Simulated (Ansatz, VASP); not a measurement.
# BAs in two plane-wave programs, part 2 of 2

Aim: how closely do two programs agree when they are given the same cell, functional and k mesh?

VASP 6.6.1 and Ansatz 0.2.0.

So far: Set-up; Ansatz: G0W0 gap, PBE.

## (3) VASP: G0W0 gap, PBE

Level of this step: G0W0 on PBE; plane waves and PAW (B_GW, As_GW) (VASP).

The same cell, functional and mesh now go to VASP, with its own data sets and cutoff.

Lines of VASP's logs that name or quote its potential files are left out, and so is its time.

The run reads the wave functions of an earlier VASP run, which isn't shown here.

Contents of INCAR:

```
SYSTEM = BAs
PREC = Accurate
ENCUT = 340
ISMEAR = 0
SIGMA = 0.01
LREAL = .FALSE.
GGA = PE
NBANDS = 64
ALGO = EVGW0
NELMGW = 1
ENCUTGW = 100
NOMEGA = 48
PRECFOCK = Fast
NBANDSGW = 16
LWAVE = .FALSE.
LCHARG = .FALSE.
```

Contents of POSCAR:

```
BAs
1.0
    0.0000000000      2.3885000000      2.3885000000
    2.3885000000      0.0000000000      2.3885000000
    2.3885000000      2.3885000000      0.0000000000
B As
1 1
Direct
    0.0000000000      0.0000000000      0.0000000000
    0.2500000000      0.2500000000      0.2500000000
```

Contents of KPOINTS:

```
Automatic mesh
0
Gamma
6 6 6
0 0 0
```

PAW data sets: B_GW and As_GW (PBE family, release 64).

Started as:

```bash
> mpirun -np 8 vasp_std
```

Numbers of over 12 decimals in the logs are rounded to 6 here.

The log of the run:

```text
[banner, memory and clock lines left out]
running    8 mpi-ranks, on    1 nodes
 distrk:  each k-point on    8 cores,    1 groups
 distr:  one band on    1 cores,    8 groups

 POSCAR found type information on POSCAR B As
 POSCAR found :  2 types and       2 ions
|                                                                             |
|           W    W    AA    RRRRR   N    N  II  N    N   GGGG   !!!           |
|           W    W   A  A   R    R  NN   N  II  NN   N  G    G  !!!           |
|           W    W  A    A  R    R  N N  N  II  N N  N  G       !!!           |
|           W WW W  AAAAAA  RRRRR   N  N N  II  N  N N  G  GGG   !            |
|           WW  WW  A    A  R   R   N   NN  II  N   NN  G    G                |
|           W    W  A    A  R    R  N    N  II  N    N   GGGG   !!!           |
|                                                                             |
|     For optimal performance we recommend to set                             |
|       NCORE = 2 up to number-of-cores-per-socket                            |
|     NCORE specifies how many cores store one orbital (NPAR=cpu/NCORE).      |
|     This setting can greatly improve the performance of VASP for DFT.       |
|     The default, NCORE=1 might be grossly inefficient on modern             |
|     multi-core architectures or massively parallel machines. Do your        |
|     Unfortunately you need to use the default for GW and RPA                |
|     calculations (for HF NCORE is supported but not extensively tested      |
|     yet).                                                                   |
|                                                                             |

|                                                                             |
|           W    W    AA    RRRRR   N    N  II  N    N   GGGG   !!!           |
|           W    W   A  A   R    R  NN   N  II  NN   N  G    G  !!!           |
|           W    W  A    A  R    R  N N  N  II  N N  N  G       !!!           |
|           W WW W  AAAAAA  RRRRR   N  N N  II  N  N N  G  GGG   !            |
|           WW  WW  A    A  R   R   N   NN  II  N   NN  G    G                |
|           W    W  A    A  R    R  N    N  II  N    N   GGGG   !!!           |
|                                                                             |
|     The default for ENCUTGWSOFT is different in this version of VASP.       |
|     please manually set ENCUTGWSOFT =100 in the INCAR file.                 |
|                                                                             |

 LDA part: xc-table for (Slater+PW92), standard interpolation
 found WAVECAR, reading the header
 POSCAR, INCAR and KPOINTS ok, starting setup
 FFT: planning ... GRIDC
 FFT: planning ... GRID_SOFT
 FFT: planning ... GRID
 reading WAVECAR
 the WAVECAR file was read successfully
 initial charge from wavefunction
 available memory per node:     31.53 GB, setting MAXMEM to     32286

 The Fermi energy was updated, please check that it is located mid-gap
 values below the HOMO (VB) or above the LUMO (CB) will cause erroneous energies
 E-fermi :   6.8067

 calculate exact exchange contribution
 the WAVEDER file was read successfully
energies w=
    0.000    0.000    0.531    0.000    1.059    0.000    1.583    0.000
    2.102    0.000    2.612    0.000    3.114    0.000    3.607    0.000
    4.091    0.000    4.566    0.000    5.032    0.000    5.490    0.000
    5.943    0.000    6.389    0.000    6.832    0.000    7.273    0.000
    7.713    0.000    8.155    0.000    8.600    0.000    9.050    0.000
    9.508    0.000    9.977    0.000   10.458    0.000   10.956    0.000
   11.474    0.000   12.017    0.000   12.588    0.000   13.194    0.000
   13.842    0.000   14.540    0.000   15.297    0.000   16.127    0.000
   17.043    0.000   18.066    0.000   19.220    0.000   20.538    0.000
   22.064    0.000   23.856    0.000   25.998    0.000   28.609    0.000
   31.866    0.000   36.048    0.000   41.615    0.000   49.383    0.000
   60.958    0.000   79.992    0.000  116.958    0.000  219.086    0.000
 responsefunction array rank=      72
 LDA part: xc-table for (Slater+PW92), standard interpolation

 min. memory requirement per mpi rank     79.7 MB, per node    637.7 MB

 allocating   6 responsefunctions rank=    72
 shmem allocating  48 responsefunctions rank=    72
 response function shared by NCSHMEM nodes    1
 Doing            6  frequencies on each core in blocks of           48
NQ=   1    0.0000    0.0000    0.0000,
|.........|.........|.........|.........|.........|.........|.........|.........
 performed        136000 updates of chi_q(r,r)
 total number of BLAS operations          3.80 Gflops
NQ=   2    0.1667    0.0000    0.0000,
|.........|.........|.........|.........|.........|.........|.........|.........
 performed        411000 updates of chi_q(r,r)
 total number of BLAS operations         12.28 Gflops
NQ=   3    0.3333    0.0000    0.0000,
|.........|.........|.........|.........|.........|.........|.........|.........
 performed        686000 updates of chi_q(r,r)
 total number of BLAS operations         21.31 Gflops
NQ=   4    0.5000    0.0000    0.0000,
|.........|.........|.........|.........|.........|.........|.........|.........
 performed        912000 updates of chi_q(r,r)
 total number of BLAS operations         30.19 Gflops
NQ=   5    0.1667    0.1667    0.0000,
|.........|.........|.........|.........|.........|.........|.........|.........
 performed       1187000 updates of chi_q(r,r)
 total number of BLAS operations         38.13 Gflops
NQ=   6    0.3333    0.1667    0.0000,
|.........|.........|.........|.........|.........|.........|.........|.........
 performed       1638000 updates of chi_q(r,r)
 total number of BLAS operations         52.48 Gflops
NQ=   7    0.5000    0.1667    0.0000,
|.........|.........|.........|.........|.........|.........|.........|.........
 performed       2089000 updates of chi_q(r,r)
 total number of BLAS operations         65.93 Gflops
NQ=   8   -0.3333    0.1667    0.0000,
|.........|.........|.........|.........|.........|.........|.........|.........
 performed       2540000 updates of chi_q(r,r)
 total number of BLAS operations         79.38 Gflops
NQ=   9   -0.1667    0.1667    0.0000,
|.........|.........|.........|.........|.........|.........|.........|.........
 performed       2926000 updates of chi_q(r,r)
 total number of BLAS operations         90.88 Gflops
NQ=  10    0.3333    0.3333    0.0000,
|.........|.........|.........|.........|.........|.........|.........|.........
 performed       3201000 updates of chi_q(r,r)
 total number of BLAS operations         98.82 Gflops
NQ=  11    0.5000    0.3333    0.0000,
|.........|.........|.........|.........|.........|.........|.........|.........
 performed       3652000 updates of chi_q(r,r)
 total number of BLAS operations        112.27 Gflops
NQ=  12   -0.3333    0.3333    0.0000,
|.........|.........|.........|.........|.........|.........|.........|.........
 performed       4038000 updates of chi_q(r,r)
 total number of BLAS operations        124.54 Gflops
NQ=  13    0.5000    0.5000    0.0000,
|.........|.........|.........|.........|.........|.........|.........|.........
 performed       4235000 updates of chi_q(r,r)
 total number of BLAS operations        131.02 Gflops
NQ=  14    0.5000    0.3333    0.1667,
|.........|.........|.........|.........|.........|.........|.........|.........
 performed       4748000 updates of chi_q(r,r)
 total number of BLAS operations        146.81 Gflops
NQ=  15   -0.3333    0.3333    0.1667,
|.........|.........|.........|.........|.........|.........|.........|.........
 performed       5228000 updates of chi_q(r,r)
 total number of BLAS operations        161.58 Gflops
NQ=  16   -0.3333    0.5000    0.1667,
|.........|.........|.........|.........|.........|.........|.........|.........
 performed       5616000 updates of chi_q(r,r)
 total number of BLAS operations        173.53 Gflops
 resolving degeneracies of screened two electron integrals

 calculate QP shifts <psi_nk| G(iteration)W_0 |psi_nk>: iteration 1
 entering main loop
```

Parts of OUTCAR (step 3):

```text
ion  position               nearest neighbor table
   1  0.000  0.000  0.000-   2 2.07   2 2.07   2 2.07   2 2.07
   2  0.250  0.250  0.250-   1 2.07   1 2.07   1 2.07   1 2.07

  LATTYP: Found a face centered cubic cell.
 ALAT       =     4.7770000000

 Subroutine GETGRP returns: Found 24 space group operations
 (whereof 24 operations were pure point group operations)

The static configuration has the point symmetry T_d .

 Found     16 irreducible k-points:

   k-points           NKPTS =     16   k-points in BZ     NKDIM =    216   number of bands    NBANDS=     64

   dimension x,y,z NGX =    20 NGY =   20 NGZ =   20
   dimension x,y,z NGXF=    40 NGYF=   40 NGZF=   40

   ENCUT  =  340.0 eV  24.99 Ry    5.00 a.u.   5.08  5.08  5.08*2*pi/ulx,y,z

   NELECT =       8.0000    total number of electrons

  energy-cutoff  :      340.00
  volume of cell :       27.25
      direct lattice vectors                 reciprocal lattice vectors
     0.000000000  2.388500000  2.388500000    -0.209336404  0.209336404  0.209336404
     2.388500000  0.000000000  2.388500000     0.209336404 -0.209336404  0.209336404
     2.388500000  2.388500000  0.000000000     0.209336404  0.209336404 -0.209336404

 k-points in reciprocal lattice and weights: Automatic mesh
   0.00000000  0.00000000  0.00000000       0.005
   0.16666667  0.00000000  0.00000000       0.037
   0.33333333  0.00000000  0.00000000       0.037
   0.50000000  0.00000000  0.00000000       0.019
   0.16666667  0.16666667  0.00000000       0.028
   0.33333333  0.16666667  0.00000000       0.111
   0.50000000  0.16666667  0.00000000       0.111
  -0.33333333  0.16666667  0.00000000       0.111
  -0.16666667  0.16666667  0.00000000       0.056
[...]
-0.33333333  0.33333333  0.16666667       0.111
  -0.33333333  0.50000000  0.16666667       0.056

 E-fermi :   6.8067

 QP shifts <psi_nk| G(iteration)W_0 |psi_nk>: iteration 1
 for sc-GW calculations column KS-energies equals QP-energies in previous step
 and V_xc(KS)=  KS-energies - (<T + V_ion + V_H > + <T+V_H+V_ion>^1  + <V_x>^1)
 k-point   1 :       0.0000    0.0000    0.0000
  band No.  KS-energies  QP-energies   sigma(KS)   V_xc(KS)     V^pw_x(r,r')   Z            occupation Imag(sigma)
      1      -9.2365      -9.8759     -12.5714     -11.6549     -19.6016       0.6976       2.0000       1.2439
      2       6.1743       5.8598     -12.9853     -12.5865     -13.9902       0.7886       2.0000       0.0626
      3       6.1743       5.8598     -12.9853     -12.5865     -13.9902       0.7886       2.0000       0.0626
      4       6.1743       5.8598     -12.9853     -12.5865     -13.9902       0.7886       2.0000       0.0626
      5       9.4405       9.8906     -10.8164     -11.3898      -6.7578       0.7849       0.0000      -0.0744
      6       9.4405       9.8906     -10.8164     -11.3898      -6.7578       0.7849       0.0000      -0.0744
      7       9.4405       9.8906     -10.8164     -11.3898      -6.7578       0.7849       0.0000      -0.0744
      8      10.8291      11.5852     -11.6246     -12.6195      -6.6662       0.7599       0.0000      -0.1111
    ...

 k-point   2 :       0.1667    0.0000    0.0000
  band No.  KS-energies  QP-energies   sigma(KS)   V_xc(KS)     V^pw_x(r,r')   Z            occupation Imag(sigma)
      1      -8.7832      -9.4136     -12.5918     -11.6950     -19.4607       0.7029       2.0000       1.1914
      2       3.2123       2.7663     -12.6245     -12.0461     -14.5714       0.7712       2.0000       0.0943
      3       5.4914       5.1539     -12.8327     -12.4031     -14.0149       0.7858       2.0000       0.0663
      4       5.4914       5.1539     -12.8327     -12.4031     -14.0149       0.7858       2.0000       0.0663
      5       9.4592       9.9540     -10.9976     -11.6312      -6.7505       0.7810       0.0000      -0.0807
      6      10.3277      10.8013     -10.9389     -11.5471      -6.6000       0.7785       0.0000      -0.0865
      7      10.3277      10.8013     -10.9389     -11.5471      -6.6000       0.7785       0.0000      -0.0865
      8      12.8060      13.4236     -11.4138     -12.2357      -6.0004       0.7514       0.0000      -0.1611
    ...

 k-point   3 :       0.3333    0.0000    0.0000
  band No.  KS-energies  QP-energies   sigma(KS)   V_xc(KS)     V^pw_x(r,r')   Z            occupation Imag(sigma)
      1      -7.5163      -8.1017     -12.6666     -11.8490     -19.0884       0.7161       2.0000       1.0305
      2      -0.5728      -1.1492     -12.4044     -11.6200     -16.0098       0.7348       2.0000       0.2403
      3       4.6567       4.2696     -12.8228     -12.3271     -14.3613       0.7810       2.0000       0.0765
      4       4.6567       4.2696     -12.8228     -12.3271     -14.3613       0.7810       2.0000       0.0765
      5       9.0191       9.4824     -11.0238     -11.6158      -6.8115       0.7825       0.0000      -0.0798
      6      10.9931      11.4258     -10.6226     -11.1792      -5.9786       0.7773       0.0000      -0.1031
      7      10.9931      11.4258     -10.6226     -11.1792      -5.9786       0.7773       0.0000      -0.1031
      8      14.8480      15.2539     -10.2873     -10.8306      -4.1423       0.7472       0.0000      -0.2668
    ...

 k-point   4 :       0.5000    0.0000    0.0000
  band No.  KS-energies  QP-energies   sigma(KS)   V_xc(KS)     V^pw_x(r,r')   Z            occupation Imag(sigma)
      1      -6.3629      -6.8873     -12.8545     -12.1298     -18.8413       0.7237       2.0000       0.8684
      2      -2.6208      -3.2474     -12.1305     -11.2614     -16.6490       0.7210       2.0000       0.4185
      3       4.3508       3.9451     -12.8436     -12.3231     -14.5226       0.7794       2.0000       0.0807
      4       4.3508       3.9451     -12.8436     -12.3231     -14.5226       0.7794       2.0000       0.0807
      5       8.8473       9.2992     -11.0447     -11.6216      -6.8565       0.7831       0.0000      -0.0793
      6      10.9452      11.3292     -10.3946     -10.8864      -5.7470       0.7808       0.0000      -0.1034
      7      10.9452      11.3292     -10.3946     -10.8864      -5.7470       0.7808       0.0000      -0.1034
      8      15.0342      15.2482      -9.3722      -9.6552      -3.3023       0.7562       0.0000      -0.2658
    ...

[... 4 further parts left out ...]
```

## (4) Differences

Known differences besides the potentials themselves: the two programs' PAW sets differ in cores and partial waves; the data sets hold 18 valence electrons in Ansatz (default PAW (the set named soft_2) files) and 8 in VASP; the cutoff is 420 eV in Ansatz and 340 eV in VASP; VASP leaves aspherical gradient terms in its spheres out (LASPH is not set), Ansatz keeps them; Ansatz integrates over frequency by contour deformation, VASP on a grid of NOMEGA points. Total energies have different zeros and are not compared.

The two programs side by side:

| quantity | Ansatz | VASP | difference |
| --- | --- | --- | --- |
| G0W0 gap on the mesh (eV) | 1.83 | 1.78 | +0.05 |
| PBE gap under it (eV) | 1.28 | 1.26 | +0.02 |

## (5) Summary of results

| Property | Result |
| --- | --- |
| difference in G0W0 gap on the mesh (G0W0 gap, PBE) | 0.052 eV |

In words: The difference in G0W0 gap on the mesh is 0.052 eV (G0W0 gap, PBE), within the 0.15 eV picked in this series as the mark of a large difference. How closely two codes agree says nothing of how well the functional describes the real material.

[Lines on the potential files, build, host, timing and source positions are cut from VASP's logs without a mark.]

[Logs are printed without paths, hosts, clocks, repeated set-up lines and the standing remarks that a program may print on its own settings, such as how far it seeks lower states.]

[Hosts, paths, dates, database ids (printed as entryN), source tags and the programs' standing remarks are cut or masked in the printed files.]
